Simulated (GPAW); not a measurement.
# CdS (Greenockite) (P6_3mc) in GPAW: further runs, part 2 of 2

GPAW 26.7.0. Earlier steps stand in the parts before.

## Step 5: Band structure, r2SCAN, spin-orbit coupling, no magnetisation

File run.py:

```python
import numpy as np
from ase.dft.bandgap import bandgap
from ase.io import read, write
from ase.units import Bohr, GPa
from gpaw import GPAW, PW
from gpaw.elf import elf_from_dft_calculation
from gpaw.spinorbit import soc_eigenstates

atoms = read('CdS.xyz')

calc = GPAW(mode=PW(600),
            xc='MGGA_X_R2SCAN+MGGA_C_R2SCAN',
            kpts={'size': (5, 5, 3), 'gamma': True},
            occupations={'name': 'fermi-dirac', 'width': 0.05},
            nbands=31,
            convergence={'density': 1e-05, 'energy': 1e-05},
            maxiter=150,
            txt='gpaw.txt')
atoms.calc = calc
energy = atoms.get_potential_energy()
forces = atoms.get_forces()
stress = atoms.get_stress()
calc.write('gs.gpw')
write('result.traj', atoms)
print(f'Energy: {energy:.6f} eV')
print('Forces (eV/A):')
print(forces.round(4))
print('Stress (GPa):', (stress / GPa).round(3))
print('Fermi level:', round(calc.get_fermi_level(), 4), 'eV')
print(f'Gap: {bandgap(calc)[0]:.4f} eV, direct: {bandgap(calc, direct=True)[0]:.4f} eV')

# fields on the real-space grid
write('density.cube', atoms, data=calc.get_pseudo_density() * Bohr**3)
write('potential.cube', atoms, data=calc.get_electrostatic_potential())
write('elf.cube', atoms, data=elf_from_dft_calculation(calc).data)

path = atoms.cell.bandpath('GMKGALHA,LM,KH', npoints=100, eps=1e-4)
bs_calc = calc.fixed_density(kpts=path, symmetry='off', nbands=51,
                             convergence={'bands': 'CBM+6.0', 'eigenstates': 1e-6}, txt='bands.txt')
bs = bs_calc.band_structure()
bs.write('bs.json')
print(f'Gap on the path: {bandgap(bs_calc)[0]:.4f} eV')

soc = soc_eigenstates(bs_calc, theta=90, phi=45, ignore_xc_potential=True)
np.savetxt('soc_bands.dat', soc.eigenvalues(), fmt='%.4f')
mesh = soc_eigenstates('gs.gpw', theta=90, phi=45, ignore_xc_potential=True)
np.savetxt('soc_mesh.dat', mesh.eigenvalues(), fmt='%.4f')
print('Fermi level with spin-orbit coupling:', round(mesh.fermi_level, 4), 'eV')
```

File CdS.xyz:

```xyz
4
Lattice="4.1500000000 0.0000000000 0.0000000000 -2.0750000000 3.5940054257 0.0000000000 0.0000000000 0.0000000000 6.7370000000" Properties=species:S:1:pos:R:3 pbc="T T T"
Cd     2.0750000002      1.1980018084      3.3685000000
Cd    -0.0000000002      2.3960036173      0.0000000000
S      2.0750000002      1.1980018084      5.8948750000
S     -0.0000000002      2.3960036173      2.5263750000
```

Potentials or basis: GPAW PAW data sets (gpaw-data 1.2.1), pw.

On the command line:

```sh
OMP_NUM_THREADS=1 python run.py
```

Run time: 8 min. Hardware: 1 thread of Arm Neoverse V2, shared host; peak memory 0.74 GiB.

The run converged. Its results:

| Item | Value |
| --- | --- |
| Free energy | -48.6750 eV |
| Pressure | 0.6 GPa |
| Largest force | 0.069 eV/Å |
| Band gap on the k mesh | 1.61 eV, direct |
| Band gap along the path | 1.61 eV, direct |

Forces in eV/Å, atoms in the order of the input:
```
Cd   0.000  0.000 -0.069
Cd   0.000  0.000 -0.069
S    0.000  0.000  0.069
S    0.000  0.000  0.069
```

Stress tensor (GPa, compression positive):
```
0.40 0.00 0.00
0.00 0.40 0.00
0.00 0.00 0.96
```

Levels at the corners of the path, in eV from the valence-band top:
| point | band 32 | band 33 | band 34 | band 35 | band 36 | band 37 | band 38 | band 39 | band 40 | band 41 |
| --- | --- | --- | --- | --- | --- | --- | --- | --- | --- | --- |
| Γ | -0.07 | -0.01 | -0.01 | 0.00 | 0.00 | 1.61 | 1.61 | 3.21 | 3.21 | 6.70 |
| M | -1.92 | -1.33 | -1.33 | -0.76 | -0.76 | 4.13 | 4.13 | 4.23 | 4.23 | 5.39 |
| K | -1.89 | -1.89 | -1.85 | -1.65 | -1.65 | 4.88 | 4.88 | 5.52 | 5.55 | 5.56 |
| Γ | -0.07 | -0.01 | -0.01 | 0.00 | 0.00 | 1.61 | 1.61 | 3.21 | 3.21 | 6.70 |
| A | -0.43 | -0.40 | -0.40 | -0.40 | -0.40 | 3.25 | 3.25 | 3.25 | 3.25 | 6.56 |
| L | -1.38 | -1.35 | -1.35 | -1.35 | -1.35 | 3.84 | 3.84 | 3.84 | 3.84 | 5.78 |
| H | -2.44 | -1.16 | -1.16 | -1.15 | -1.15 | 4.81 | 4.81 | 4.86 | 4.86 | 6.33 |
| A | -0.43 | -0.40 | -0.40 | -0.40 | -0.40 | 3.25 | 3.25 | 3.25 | 3.25 | 6.56 |
| L | -1.38 | -1.35 | -1.35 | -1.35 | -1.35 | 3.84 | 3.84 | 3.84 | 3.84 | 5.78 |
| M | -1.92 | -1.33 | -1.33 | -0.76 | -0.76 | 4.13 | 4.13 | 4.23 | 4.23 | 5.39 |
| K | -1.89 | -1.89 | -1.85 | -1.65 | -1.65 | 4.88 | 4.88 | 5.52 | 5.55 | 5.56 |
| H | -2.44 | -1.16 | -1.16 | -1.15 | -1.15 | 4.81 | 4.81 | 4.86 | 4.86 | 6.33 |

Caveat: spin-orbit coupling was added after a scalar SCF, so levels and gaps hold it while energy, forces, pressure and moments don't; this program's spin-orbit splittings come out too wide for heavy elements; the PAW data sets were made with another functional, which shifts forces and pressure a little.

## Step 6: Overview

```tsv
level	potentials or basis	spin	k mesh	band points	spin axis theta (degrees)	spin axis phi (degrees)	gap on the mesh (eV)	pressure (GPa)	largest force (eV/Å)
PBE	GPAW PAW data sets (gpaw-data 1.2.1), pw	SOC, no magnetisation	5 × 5 × 3	100	90	45	1.16	1.8	0.06
LDA	the program's PAW data sets (release 1.2.1) made for this functional, pw	off	7 × 7 × 4	80	-	-	0.89	-3.3	0.06
PBEsol	PAW data sets generated in the run's folder for this functional, pw	off	7 × 7 × 4	60	-	-	1.04	-1.2	0.07
r2SCAN	GPAW PAW data sets (gpaw-data 1.2.1), pw	SOC, no magnetisation	5 × 5 × 3	100	90	45	1.61	0.6	0.07
```

Alike in all rows: task band structure; cell as given; cutoff (eV) 600; smearing fermi-dirac 0.05 eV.

Caveats: spin-orbit coupling was added after a scalar SCF, so levels and gaps hold it while energy, forces, pressure and moments don't (some runs); this program's spin-orbit splittings come out too wide for heavy elements (some runs); the PAW data sets were made with another functional, which shifts forces and pressure a little (some runs).

Absolute energies hang on the potentials; compare differences alone.

## Step 7: Against experiment

Step 2. A measured gap of CdS is 2.5809 eV (quoted in “Isotope dependence of band-gap energy”, 2008, arxiv:0807.2152); the calculated 1.16 eV misses it by -1.42 eV. So large a miss can be the level of theory's own, or it may mean another phase, state or a wrong row. The value is that of PBE, without temperature or zero-point motion. Semilocal functionals fall short of measured gaps as a rule.

Step 3. A measured gap of CdS is 2.5809 eV (quoted in “Isotope dependence of band-gap energy”, 2008, arxiv:0807.2152); the calculated 0.89 eV misses it by -1.69 eV. So large a miss can be the level of theory's own, or it may mean another phase, state or a wrong row. Spin-orbit coupling on Cd is left out. The value is that of LDA, without temperature or zero-point motion. Semilocal functionals fall short of measured gaps as a rule.

Step 4. A measured gap of CdS is 2.5809 eV (quoted in “Isotope dependence of band-gap energy”, 2008, arxiv:0807.2152); the calculated 1.04 eV misses it by -1.54 eV. So large a miss can be the level of theory's own, or it may mean another phase, state or a wrong row. Spin-orbit coupling on Cd is left out. The value is that of PBEsol, without temperature or zero-point motion. Semilocal functionals fall short of measured gaps as a rule.

Step 5. Measured gap of CdS: 2.5809 eV (quoted in “Isotope dependence of band-gap energy”, 2008, arxiv:0807.2152). This calculation gives 1.61 eV (-0.97 eV). The value is that of r2SCAN, without temperature or zero-point motion.
